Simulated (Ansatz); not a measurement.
Nb: equation of state with PBEsol

**What was measured.**

“Pressure effects on the electronic structure and superconductivity of (TaNb)0.67(HfZrTi)0.33 high entropy alloy”, 2019, arxiv:1910.08312 quotes, for a bulk crystal of Nb: bulk modulus 169 GPa.

Nb:

```
Nb
1.0
    -1.66395    1.66395    1.66395
     1.66395   -1.66395    1.66395
     1.66395    1.66395   -1.66395
Nb
1
Cartesian
  0.0000 0.0000 0.0000
```

| Quantity | Value |
| --- | --- |
| Program | Ansatz 0.2.0 |
| Task | equation of state |
| Functional | PBEsol |
| Potentials or basis | all-electron LAPW, scalar-relativistic |
| Basis error allowed | 0.0005 eV/atom |
| k mesh | 11 × 11 × 11 |
| Occupations | fermi-dirac, width 0.05 eV |
| Spin | no spin polarisation |

- Equilibrium volume: 17.59 Å³/atom
- Bulk modulus: 181 GPa
- Pressure derivative of the bulk modulus: 3.3

Energy against volume, from the lowest point:
| volume (Å³/atom) | energy (meV/atom) |
| --- | --- |
| 17.322 | 2.01 |
| 17.691 | 0.00 |
| 18.060 | 6.46 |
| 18.428 | 20.72 |
| 18.797 | 42.12 |
| 19.165 | 70.05 |
| 19.534 | 103.88 |

All runs of the series together: 32 s on 1 thread of Arm Neoverse V2, with other jobs on the host.

A measured bulk modulus of Nb is 169 GPa (quoted in “Pressure effects on the electronic structure and superconductivity of (TaNb)0.67(HfZrTi)0.33 high entropy alloy”, 2019, arxiv:1910.08312); the calculated 181 GPa misses it by +7.1 %. The fit is for a static lattice scaled at fixed shape and fixed fractional positions.
